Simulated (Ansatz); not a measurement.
Take a crystal in which Br has been replaced by Cl on all its sites, with the cell rescaled by a rough guess (in some cases also distorted within its space group) and nothing relaxed:

```
Rb Cl
1.0
     0.00000    3.48290    3.48290
     3.48290    0.00000    3.48290
     3.48290    3.48290    0.00000
Rb Cl
1 1
Direct
  0.00000 0.00000 0.00000
  0.50000 0.50000 0.50000
```

Level of theory: DFT PBEsol, scalar-relativistic, plane waves, PAW (Ansatz).

Plane waves to 420 eV, a k mesh through Γ of 6×6×6 on the computed 2-atom cell and Gaussian smearing (0.02 eV); no spin polarisation.

(1) Will this cell want to expand or contract, and how hard?

(2) Is it a metal on this mesh?

(3) What is its energy against the elements in their standard states?

Results:

(1) The pressure is -1.9 GPa (positive in compression), so the cell would contract.

(2) No: the gap is 4.40 eV, the least direct gap 4.40 eV.

(3) -1.936 eV/atom at this unrelaxed geometry, with the elements in the same functional.